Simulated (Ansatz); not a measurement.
Theory: DFT PBE, scalar-relativistic, plane waves, PAW in Ansatz 0.2.0. Settings: cutoff 420 eV, Γ-centred meshes spaced at most about 0.3 Å⁻¹, and about 0.25 Å⁻¹ or finer for metals (2π included), Gaussian smearing. No spin polarisation in the final relaxations.

Temperature and zero-point effects are left out. All come from trial cells, and lower structures may exist.

Question: Which of these relaxed structures of P is the lowest in energy?
A.

```xyz
12
Lattice="-4.1789 4.1789 4.1789 4.1789 -4.1789 4.1789 4.1789 4.1789 -4.1789" Properties=species:S:1:pos:R:3 pbc="T T T"
P     2.5292    3.1896   -1.5662
P     1.5662    6.7081    0.9893
P     5.1682    2.6127    1.6497
P     3.1896    1.5662    1.6497
P     6.7081    0.9893    1.5662
P     0.9893    1.5662    6.7081
P     1.5662    1.6497    3.1896
P    -1.5662    2.5292    3.1896
P     1.6497    3.1896    1.5662
P     2.6127    1.6497    5.1682
P     3.1896   -1.5662    2.5292
P     1.6497    5.1682    2.6127
```

B.

```xyz
6
Lattice="3.2022 0.0000 0.0000 0.0000 3.2022 0.0000 0.0000 0.0000 14.9863" Properties=species:S:1:pos:R:3 pbc="T T T"
P     0.0000    1.6011    5.2362
P     1.6011    0.0000    2.2570
P     0.0000    1.6011    9.7501
P     1.6011    0.0000   12.7294
P     0.0000    0.0000   11.2397
P     0.0000    0.0000    3.7466
```

Answer: B. It has space group P4_2/mmc (No. 131); the next, A, with space group I2_13 (No. 199), lies 70 meV/atom higher. Counting all near atoms (those within 1.25 times the shortest such distance or 1.15 times the sum of covalent radii; a slash parts the counts of unlike sites), the lowest has P 2/4 and the next has P 3.

Weakly bound directions are ill-defined at this level, which has no dispersion term (P4_2/mmc), and this can change margins and order among such cells. Cells relaxed within their symmetry can be saddle points. The part of the Crystallography Open Database at hand lists P in space groups No. 2, 13, 64, 123; no cell shown has one of them. Some candidate types were left out of the draw beforehand, so a known form may be missing.
